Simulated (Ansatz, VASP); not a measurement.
# Co12Te (Co(0001)-(r3xr3)R30-Te, hcp site) in two plane-wave programs, part 2 of 2

One calculation is typed for both programs; each brings its own data sets. How far apart do they land? The cell is taken from a series of runs on this material, whose earlier steps may have relaxed, scaled, displaced or heated it; both programs get it as it stands.

VASP 6.6.1 and Ansatz 0.2.0.

So far: Set-up; Ansatz: single point, PBE with D3(BJ).

## Step 3: VASP: single point, PBE with D3(BJ)

Level of this step: PBE with D3(BJ), spin-polarised from a ferromagnetic start; plane waves and PAW (Co, Te) (VASP).

The same cell, functional, mesh and smearing now go to VASP, with its own data sets.

Lines of VASP's logs that name or quote its potential files are left out, and so is its time.

INCAR

```
SYSTEM = Co12Te
PREC = Accurate
ENCUT = 520
EDIFF = 1E-06
NELM = 200
ISMEAR = -1
SIGMA = 0.05
LREAL = .FALSE.
ALGO = Normal
GGA = PE
IVDW = 12
NBANDS = 89
ISPIN = 2
MAGMOM = 1.82 1.82 1.82 1.74 1.74 1.74 1.62 1.62 1.69 1.56 1.56 1.56 -0.03
LASPH = .TRUE.
LMAXMIX = 4
LORBIT = 11
LWAVE = .FALSE.
LCHARG = .FALSE.
ISIF = 2
LDIPOL = .TRUE.
IDIPOL = 3
DIPOL = 0.5 0.5 0.468
LVHAR = .TRUE.
GGA_COMPAT = .FALSE.
NELMDL = -8
KPAR = 4
```

POSCAR

```
Co12Te
1.0
    4.3474475270      0.0000000000      0.0000000000
    2.1737237635      3.7650000000      0.0000000000
    0.0000000000      0.0000000000     25.3758277229
Co Te
12 1
Direct
    0.0000000000      0.3333333333      0.3349644430
    0.3333333334      0.6666666667      0.3349644430
    0.6666666667      1.0000000000      0.3349644430
    0.9999999984      1.0000000000      0.4151829101
    0.3333333350      0.3333333317      0.4151829101
    0.6666666667      0.6666666683      0.4151829101
    0.0000000000      0.3333333333      0.4938397592
    0.3333333334      0.6666666667      0.4938397592
    0.6666666667      1.0000000000      0.4950801442
    0.0095045224      1.0000000000      0.5709526476
    0.3238288110      0.3428378557      0.5709526476
    0.6666666667      0.6571621443      0.5709526476
    0.6666666667      1.0000000000      0.6501495053
```

KPOINTS

```
Automatic mesh
0
Gamma
18 18 1
0 0 0
```

PAW data sets: Co and Te (PBE family, release 64).

Started as:

```sh
$ mpirun -np 4 vasp_std
```

Numbers of over 12 decimals in the logs are rounded to 6 here.

Log:

```text
[banner, memory and clock lines left out]
running    4 mpi-ranks, on    1 nodes
 distrk:  each k-point on    1 cores,    4 groups
 distr:  one band on    1 cores,    1 groups

 POSCAR found type information on POSCAR CoTe
 POSCAR found :  2 types and      13 ions
 LDA part: xc-table for (Slater+PW92), standard interpolation
 POSCAR, INCAR and KPOINTS ok, starting setup
 FFT: planning ... GRIDC
 FFT: planning ... GRID_SOFT
 FFT: planning ... GRID
 WAVECAR not read
 entering main loop
       N       E                     dE             d eps       ncg     rms          rms(c)
DAV:   1     0.887115212771E+03    0.88712E+03   -0.47289E+04 13172   0.128E+03
DAV:   2    -0.181792866557E+02   -0.90529E+03   -0.84328E+03 13173   0.301E+02
DAV:   3    -0.946128605666E+02   -0.76434E+02   -0.68735E+02 14179   0.124E+02
DAV:   4    -0.970878839244E+02   -0.24750E+01   -0.24528E+01 15188   0.231E+01
DAV:   5    -0.971372747001E+02   -0.49391E-01   -0.49382E-01 16384   0.255E+00
DAV:   6    -0.971399521121E+02   -0.26774E-02   -0.26774E-02 20375   0.537E-01
DAV:   7    -0.971400372227E+02   -0.85111E-04   -0.85110E-04 18272   0.772E-02
DAV:   8    -0.971400411823E+02   -0.39595E-05   -0.39597E-05 17879   0.148E-02    0.359E+01
DAV:   9    -0.122245123989E+03   -0.25105E+02   -0.12960E+02 15174   0.140E+02    0.687E+01
DAV:  10    -0.127597087260E+03   -0.53520E+01   -0.10971E+02 15828   0.125E+02    0.749E+01
DAV:  11    -0.173037790278E+03   -0.45441E+02   -0.10622E+02 19199   0.135E+02    0.988E+01
DAV:  12    -0.899771649633E+02    0.83061E+02   -0.79233E+01 16807   0.501E+01    0.403E+01
DAV:  13    -0.101496817871E+03   -0.11520E+02   -0.51825E+01 15251   0.103E+02    0.632E+01
DAV:  14    -0.917735562037E+02    0.97233E+01   -0.37392E+01 15156   0.514E+01    0.469E+01
[...]
DAV:  46    -0.846702193956E+02   -0.46720E-03   -0.53826E-06 12380   0.105E-02    0.118E-02
DAV:  47    -0.846706257698E+02   -0.40637E-03   -0.39827E-06 11506   0.123E-02    0.560E-03
DAV:  48    -0.846710263976E+02   -0.40063E-03   -0.35193E-06 11954   0.691E-03    0.366E-03
DAV:  49    -0.846711174576E+02   -0.91060E-04   -0.46849E-07  9632   0.419E-03    0.358E-03
DAV:  50    -0.846711431827E+02   -0.25725E-04   -0.15075E-07  9356   0.315E-03    0.200E-03
DAV:  51    -0.846711672290E+02   -0.24046E-04   -0.96693E-08  9176   0.212E-03    0.127E-03
DAV:  52    -0.846711697317E+02   -0.25027E-05   -0.48678E-08  9217   0.198E-03    0.697E-04
DAV:  53    -0.846711706069E+02   -0.87519E-06   -0.18684E-08  8720   0.740E-04
   1 F= -.88913143E+02 E0= -.88857783E+02  d E =-.110718E+00  mag=    19.2971
```

Parts of OUTCAR (step 3):

```text
ion  position               nearest neighbor table
   1  0.000  0.333  0.335-   4 2.50   6 2.50   5 2.50   2 2.51   3 2.51   2 2.51   3 2.51   3 2.51
                             2 2.51
   2  0.333  0.667  0.335-   6 2.50   4 2.50   5 2.50   1 2.51   3 2.51   1 2.51   3 2.51   3 2.51
                             1 2.51
   3  0.667  0.000  0.335-   6 2.50   5 2.50   4 2.50   1 2.51   2 2.51   2 2.51   1 2.51   2 2.51
                             1 2.51
   4  1.000  0.000  0.415-   7 2.47   8 2.47   9 2.49   3 2.50   1 2.50   2 2.50   6 2.51   5 2.51
                             5 2.51   6 2.51   5 2.51   6 2.51
   5  0.333  0.333  0.415-   8 2.47   7 2.47   9 2.49   3 2.50   2 2.50   1 2.50   6 2.51   4 2.51
                             4 2.51   6 2.51   4 2.51   6 2.51
   6  0.667  0.667  0.415-   8 2.47   7 2.47   9 2.49   3 2.50   2 2.50   1 2.50   5 2.51   4 2.51
                             4 2.51   5 2.51   4 2.51   5 2.51
   7  0.000  0.333  0.494-  10 2.42  12 2.42  11 2.42   4 2.47   6 2.47   5 2.47   8 2.51   8 2.51
                             8 2.51   9 2.51   9 2.51   9 2.51
   8  0.333  0.667  0.494-  12 2.42  10 2.42  11 2.42   6 2.47   4 2.47   5 2.47   7 2.51   7 2.51
                             7 2.51   9 2.51   9 2.51   9 2.51
   9  0.667  0.000  0.495-  12 2.43  11 2.43  10 2.43   6 2.49   5 2.49   4 2.49   7 2.51   8 2.51
                             8 2.51   7 2.51   8 2.51   7 2.51
  10  0.010  0.000  0.571-   7 2.42   8 2.42   9 2.43  12 2.47  11 2.47  11 2.47  12 2.47  13 2.50
                            12 2.58  11 2.58
  11  0.324  0.343  0.571-   8 2.42   7 2.42   9 2.43  10 2.47  10 2.47  12 2.47  12 2.47  13 2.50
                            12 2.58  10 2.58
  12  0.667  0.657  0.571-   8 2.42   7 2.42   9 2.43  10 2.47  10 2.47  11 2.47  11 2.47  13 2.50
                            11 2.58  10 2.58
  13  0.667  0.000  0.650-  12 2.50  11 2.50  10 2.50

  LATTYP: Found a hexagonal cell.
 ALAT       =     4.3474475270
 C/A-ratio  =     5.8369485923

 Subroutine GETGRP returns: Found  6 space group operations
 (whereof  2 operations were pure point group operations)

The static configuration has the point symmetry C_1h.
 The point group associated with its full space group is C_3v.

 Found     37 irreducible k-points:

   k-points           NKPTS =     37   k-points in BZ     NKDIM =     37   number of bands    NBANDS=     89

   dimension x,y,z NGX =    32 NGY =   32 NGZ =  192
   dimension x,y,z NGXF=    64 NGYF=   64 NGZF=  384

   ENCUT  =  520.0 eV  38.22 Ry    6.18 a.u.   8.08  8.08 47.18*2*pi/ulx,y,z

   NELECT =     114.0000    total number of electrons

 k-points in reciprocal lattice and weights: Automatic mesh
   0.00000000  0.00000000  0.00000000       0.003
   0.05555556 -0.00000000  0.00000000       0.019
   0.11111111 -0.00000000  0.00000000       0.019
   0.16666667 -0.00000000  0.00000000       0.019
   0.22222222 -0.00000000  0.00000000       0.019
   0.27777778 -0.00000000  0.00000000       0.019
   0.33333333 -0.00000000  0.00000000       0.019
   0.38888889 -0.00000000  0.00000000       0.019
   0.44444444 -0.00000000  0.00000000       0.019
[...]
-0.38888889  0.27777778  0.00000000       0.037
  -0.33333333  0.33333333  0.00000000       0.006

 dipolmoment           0.000000      0.000000     -0.039631 electrons x Angstroem

 average (electrostatic) potential at core
       1 -87.6540       2 -87.6540       3 -87.6607       4 -87.7447       5 -87.7447
       6 -87.7447       7 -87.7163       8 -87.7163       9 -87.7757      10 -87.7057
      11 -87.7057      12 -87.7057      13 -93.6057

 E-fermi :   0.8559

 spin component 1
 k-point     1 :       0.0000    0.0000    0.0000
  band No.  band energies     occupation
    ...
     62      -0.0253      1.00000
     63      -0.0253      1.00000
     64       0.0218      1.00000
     65       0.0344      1.00000
     66       0.7754      0.83348
     67       1.2241      0.00063
     68       1.2241      0.00063
     69       3.9678      0.00000
     70       5.0963      0.00000
     71       5.5481      0.00000
    ...

 k-point     2 :       0.0556   -0.0000    0.0000
  band No.  band energies     occupation
    ...
     61      -0.0456      1.00000
     62      -0.0263      1.00000
     63      -0.0042      1.00000
     64       0.0538      1.00000
     65       0.0628      1.00000
     66       0.9247      0.20153
     67       1.1558      0.00248
     68       1.2140      0.00077
     69       4.0593      0.00000
     70       4.8813      0.00000
    ...

 k-point     3 :       0.1111   -0.0000    0.0000
  band No.  band energies     occupation
    ...
     61      -0.0378      1.00000
     62      -0.0205      1.00000
     63       0.0770      1.00000
     64       0.1046      1.00000
     65       0.2228      1.00000
     66       0.9989      0.05412
     67       1.1849      0.00138
     68       1.2561      0.00033
     69       3.9530      0.00000
     70       4.2688      0.00000
    ...

 k-point     4 :       0.1667   -0.0000    0.0000
  band No.  band energies     occupation
    ...
     62      -0.0074      1.00000
     63       0.1159      1.00000
     64       0.1609      1.00000
     65       0.4480      0.99971
     66       0.8476      0.54120
     67       1.1413      0.00331
     68       1.6552      0.00000
     69       3.1108      0.00000
     70       3.9048      0.00000
     71       3.9840      0.00000
    ...

 k-point     5 :       0.2222   -0.0000    0.0000
  band No.  band energies     occupation
    ...
     62       0.0152      1.00000
     63       0.1454      1.00000
     64       0.1913      1.00000
     65       0.5884      0.99527
     66       0.8293      0.62993
     67       1.0868      0.00978
     68       2.0760      0.00000
     69       2.3492      0.00000
     70       3.1090      0.00000
     71       3.4654      0.00000
    ...

 k-point     6 :       0.2778   -0.0000    0.0000
  band No.  band energies     occupation
    ...
     61       0.0214      1.00000
     62       0.0541      1.00000
     63       0.1630      1.00000
     64       0.1865      1.00000
     65       0.5450      0.99801
     66       0.9896      0.06456
     67       1.0514      0.01966
     68       1.6815      0.00000
     69       2.3308      0.00000
     70       2.5366      0.00000
    ...

 Edisp (eV)   -4.24197

  Total      -9.89360    -9.89360    -4.29442     0.00000     0.00000    -0.00000
  in kB     -38.16325   -38.16325   -16.56514     0.00000     0.00000    -0.00000
  external pressure =      -30.96 kB  Pullay stress =        0.00 kB

  energy-cutoff  :      520.00
  volume of cell :      415.36
      direct lattice vectors                 reciprocal lattice vectors
     4.347447527  0.000000000  0.000000000     0.230020028 -0.132802125  0.000000000
     2.173723763  3.765000000  0.000000000     0.000000000  0.265604250  0.000000000
     0.000000000  0.000000000 25.375827723     0.000000000  0.000000000  0.039407582

 POSITION                                       TOTAL-FORCE (eV/Angst)
 -----------------------------------------------------------------------------------
      0.72457      1.25500      8.50000         0.000000     -0.000000      0.640706
      2.89830      2.51000      8.50000         0.000000     -0.000000      0.640706
      2.89830      0.00000      8.50000         0.000000     -0.000000      0.644252
      4.34745      0.00000     10.53561        -0.056093     -0.000000     -0.642489
      2.17372      1.25500     10.53561         0.028047     -0.048578     -0.642489
      4.34745      2.51000     10.53561         0.028047      0.048578     -0.642489
      0.72457      1.25500     12.53159         0.000000     -0.000000      0.045487
      2.89830      2.51000     12.53159         0.000000     -0.000000      0.045487
      2.89830      0.00000     12.56307         0.000000     -0.000000      0.061576
      0.04132      0.00000     14.48840         0.009336     -0.000000     -0.043353
      2.15306      1.29078     14.48840        -0.004668      0.008086     -0.043353
      4.32679      2.47422     14.48840        -0.004668     -0.008086     -0.043353
      2.89830      0.00000     16.49808         0.000000     -0.000000     -0.020688
 -----------------------------------------------------------------------------------
    total drift:                                0.000035      0.000001      0.001447

  FREE ENERGIE OF THE ION-ELECTRON SYSTEM (eV)
  ---------------------------------------------------
  free  energy   TOTEN  =       -88.9131426216 eV

  energy  without entropy=      -88.8024242975  energy(sigma->0) =      -88.85778346

 vacuum level on the upper side and lower side of the slab         5.359         5.797

 total charge
# of ion       s       p       d       tot
------------------------------------------
    1        0.472   0.386   7.215   8.073
    2        0.472   0.386   7.215   8.073
    3        0.471   0.387   7.214   8.072
    4        0.478   0.506   7.254   8.238
    5        0.478   0.506   7.254   8.238
    6        0.478   0.506   7.254   8.238
    7        0.495   0.527   7.275   8.297
    8        0.495   0.527   7.275   8.297
    9        0.481   0.523   7.259   8.263
   10        0.470   0.491   7.287   8.248
   11        0.470   0.491   7.287   8.248
   12        0.470   0.491   7.287   8.248
   13        1.386   1.935   0.050   3.372
--------------------------------------------------
tot          7.119   7.662  87.125 101.906

 magnetization (x)
# of ion       s       p       d       tot
------------------------------------------
    1       -0.009  -0.045   1.821   1.767
    2       -0.009  -0.045   1.821   1.767
    3       -0.011  -0.044   1.822   1.767
    4       -0.016  -0.054   1.742   1.673
    5       -0.016  -0.054   1.742   1.673
    6       -0.016  -0.054   1.742   1.673
    7       -0.010  -0.053   1.625   1.562
    8       -0.010  -0.053   1.625   1.562
    9       -0.015  -0.050   1.694   1.630
   10       -0.012  -0.035   1.556   1.509
   11       -0.012  -0.035   1.556   1.509
   12       -0.012  -0.035   1.556   1.509
   13       -0.000  -0.039  -0.002  -0.041
--------------------------------------------------
tot         -0.149  -0.594  20.301  19.558

[... 6 further parts left out ...]
```

The magnetic state follows from one typed start and may not be the lowest.

## Step 4: Comparison

Known differences besides the potentials themselves: VASP starts from the moments at which Ansatz ended; the data sets hold 220 valence electrons in Ansatz (on its default PAW (the set named soft_2) files) and 114 in VASP; the cutoff is 420 eV in Ansatz and 520 eV in VASP; site moments are counted in spheres of each program's own size. Total energies have different zeros and are not compared.

The two programs side by side:

| quantity | Ansatz | VASP | difference |
| --- | --- | --- | --- |
| total moment (μB) | 19.42 | 19.30 | +0.12 |
| moment on Co1 (μB) | 1.82 | 1.77 | +0.06 |
| moment on Co2 (μB) | 1.82 | 1.77 | +0.06 |
| moment on Co3 (μB) | 1.82 | 1.77 | +0.06 |
| moment on Co4 (μB) | 1.74 | 1.67 | +0.06 |
| moment on Co5 (μB) | 1.74 | 1.67 | +0.06 |
| moment on Co6 (μB) | 1.74 | 1.67 | +0.06 |
| moment on Co9 (μB) | 1.69 | 1.63 | +0.06 |
| moment on Co7 (μB) | 1.62 | 1.56 | +0.06 |
| work function, lower of the two faces (eV) | 4.49 | 4.50 | -0.01 |
| work function, higher of the two faces (eV) | 4.97 | 4.94 | +0.03 |

Where the cell holds vacuum, a pressure given here is an average over it and none of the material.

## Step 5: Results

```
difference in work function, higher of the two faces (single point, PBE with D3(BJ)) : 0.031 eV
```

**Reading.** The difference in work function, higher of the two faces is 0.031 eV (single point, PBE with D3(BJ)). The data sets hold unlike numbers of valence electrons (220 in Ansatz and 114 in VASP), so part of the differences may come from the potentials. Such differences can come from data sets, numerical settings and the points named under the comparisons, not from the functional's error against experiment.

[Lines on the potential files, build, host, timing and source positions are cut from VASP's logs without a mark.]

[Logs are printed without paths, hosts, clocks, repeated set-up lines and the standing remarks that a program may print on its own settings, such as how far it seeks lower states.]

[Hosts, paths, dates, database ids (printed as entryN), source tags and the programs' standing remarks are cut or masked in the printed files.]
